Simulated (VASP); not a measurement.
# InP: G0W0 on PBE, by volume over the given one and cell

InP, F-43m (no. 216), 2 atoms in the cell. PBE, GW; PAW potentials In_d_GW, P_GW (PBE set).

| Volume over the given one | Cell | Quasiparticle gap on the mesh (eV) | Gap of the starting point on the mesh (eV) | Quasiparticle gap at the zone centre (eV) | Starting gap at the zone centre (eV) | Correction of the gap between the band edges on the mesh (eV) | Time (s) |
|---|---|---|---|---|---|---|---|
| 0.94 | scale = 0.94 | 1.63 | 1.03 | 1.63 | 1.03 | 0.60 | 80 |
| 0.97 | scale = 0.97 | 1.44 | 0.86 | 1.44 | 0.86 | 0.59 | 82 |
| 1 | as given | 1.23 | 0.69 | 1.23 | 0.69 | 0.54 | 98 |
| 1.03 | scale = 1.03 | 1.03 | 0.53 | 1.03 | 0.53 | 0.50 | 117 |

Limits: spin-orbit coupling is left out, which changes the gap somewhat with In; the mesh is coarse: the screening isn't converged, and the gap may still move by about 0.1 eV.

## Input of the first row

INCAR.step1:
```
PREC = Accurate
ENCUT = 350
ISMEAR = 0
SIGMA = 0.05
LASPH = T
LREAL = F
GGA = PE
ALGO = Normal
EDIFF = 1E-8
NELM = 150
LWAVE = T
LCHARG = F
KPAR = 4
```

INCAR.step2, as INCAR.step1 but for:
```
- ALGO = Normal
- NELM = 150
+ ALGO = Exact
+ NELM = 1
+ ISTART = 1
+ NBANDS = 224
+ LOPTICS = T
```

INCAR.step3:
```
PREC = Accurate
ENCUT = 350
ISMEAR = 0
SIGMA = 0.05
LASPH = T
LREAL = F
GGA = PE
ALGO = EVGW0
NBANDS = 224
NBANDSGW = 13
ENCUTGW = 160
NOMEGA = 48
PRECFOCK = Fast
ISTART = 1
LWAVE = F
LCHARG = F
NELMGW = 1
KPAR = 4
```

KPOINTS:
```
k-points
0
Gamma
  4 4 4
```

POSCAR:
```
InP
1.0
    0.0000000000      2.8706770916      2.8706770916
    2.8706770916      0.0000000000      2.8706770916
    2.8706770916      2.8706770916      0.0000000000
In P
1 1
Direct
    0.0000000000      0.0000000000      0.0000000000
    0.7500000000      0.7500000000      0.7500000000
```

Commands (each step's output is kept before the next begins):
```
cat potpaw_PBE.64/In_d_GW/POTCAR potpaw_PBE.64/P_GW/POTCAR > POTCAR
cp INCAR.step1 INCAR
mpirun -np 4 vasp_std > vasp.out
cp INCAR.step2 INCAR
mpirun -np 4 vasp_std > vasp.out
cp INCAR.step3 INCAR
mpirun -np 4 vasp_std > vasp.out
```

VASP 6.6.1 took 80 s on 4 cores (Intel Xeon Platinum 8259CL @ 2.50GHz (Skylake/Cascade Lake)), a shared host.
